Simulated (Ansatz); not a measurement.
# How much do the gradients of TaN depend on the method?

Cell: an entry of the Crystallography Open Database (COD) whose atoms were relaxed with PBE, the cell held.

```cif
data_TaN
_symmetry_space_group_name_H-M 'P-62m'
_symmetry_Int_Tables_number 189
_cell_length_a 5.1960
_cell_length_b 5.1960
_cell_length_c 2.9110
_cell_angle_alpha 90.000
_cell_angle_beta 90.000
_cell_angle_gamma 120.000
loop_
_atom_site_label
_atom_site_type_symbol
_atom_site_symmetry_multiplicity
_atom_site_Wyckoff_symbol
_atom_site_fract_x
_atom_site_fract_y
_atom_site_fract_z
Ta1 Ta 2 d 0.3333 0.6667 0.5000
Ta3 Ta 1 a 0.0000 0.0000 0.0000
N N 3 f 0.3932 0.0000 0.0000
```

One atom of each set is listed.

First run. Computed with Ansatz: DFT, PBE, plane waves and PAW, scalar-relativistic, collinear spin, 420 eV cutoff, Γ-centred 10×10×16 k-points, Fermi–Dirac smearing 0.05 eV. Start moments as typed (μB): 2 on each Ta, none on the rest.

```json
{"site": "Ta1", "V_zz (10²¹ V/m²)": "-19.89", "η": "0.00"}
{"site": "Ta3", "V_zz (10²¹ V/m²)": "13.35", "η": "0.00"}
{"site": "N", "V_zz (10²¹ V/m²)": "-1.42", "η": "0.33"}
```

Second run. The same atoms and settings, except that the functional is r2SCAN and the cutoff is 500 eV.

Problem. Given the first result, estimate the second.

Solution. 

```csv
site,V_zz,η,change of V_zz
Ta1,-20.4,0.00,-0.47
Ta3,14.48,0.00,+1.13
N,-1.36,0.36,+0.06
```

The largest change of V_zz is on Ta3, from 13.35 to 14.48. In per cent, |V_zz| changes by +2 to +8 on Ta (all sites that start above 2).

With no gap above 0.1 eV, as in a metal, the gradients converge slowly in k; expect changes of a tenth or more on a denser mesh. Without spin–orbit coupling the gradients at and beside Ta can be off by some per cent, at some sites by more. With these PAW files V_zz is typically within 2 to 3 % of all-electron values, but misses above 10 % occur on Ta. The start moments die out, and the run ends without spin.
For the first run: At this cell the principal stresses reach 5 GPa in size with PBE, which can matter for small gradients.
For the second run: The program didn't check the stability of this electronic state in full, so a lower one may lie near.
